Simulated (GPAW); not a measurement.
HgSe:

```
Hg Se
1.0
     0.00000    3.03900    3.03900
     3.03900    0.00000    3.03900
     3.03900    3.03900    0.00000
Hg Se
1 1
Direct
  0.00000 0.00000 0.00000
  0.75000 0.75000 0.75000
```

Program: GPAW 26.7.0. Alike in all runs: cell as given; cutoff (eV) 600.

Question: Order these runs on this cell by their pressure, lowest first.
A. level PBEsol; potentials or basis PAW data sets generated in the run's folder for this functional, pw; spin SOC, no magnetisation; k mesh 6 × 6 × 6; smearing fermi-dirac 0.05 eV; band path GXWKGLUWLK,UX; band points 80; spin axis theta (degrees) 0; spin axis phi (degrees) 0
B. level revPBE; potentials or basis the program's PAW data sets (release 1.2.1) made for this functional, pw; spin off; k mesh 8 × 8 × 8; smearing fermi-dirac 0.05 eV; band path GXWKGLUWLK,UX; band points 60
C. level BLYP; potentials or basis PAW data sets generated in the run's folder for this functional, pw; spin off; k mesh 8 × 8 × 8; smearing fermi-dirac 0.05 eV; eigensolver davidson; band path GXWKGLUWLK,UX; band points 100
D. level LDA; potentials or basis the program's PAW data sets (release 1.2.1) made for this functional, pw; spin off; k mesh 8 × 8 × 8; smearing gaussian 0.05 eV
E. level PBE; potentials or basis GPAW PAW data sets (gpaw-data 1.2.1), pw; spin off; k mesh 8 × 8 × 8; smearing gaussian 0.03 eV

Answer: D (-0.1 GPa), A (1.9 GPa), E (5.1 GPa), B (6.6 GPa), C (8.6 GPa).

Caveats: spin-orbit coupling was added after a scalar SCF, so levels and gaps hold it while energy, forces, pressure and moments don't (some runs).
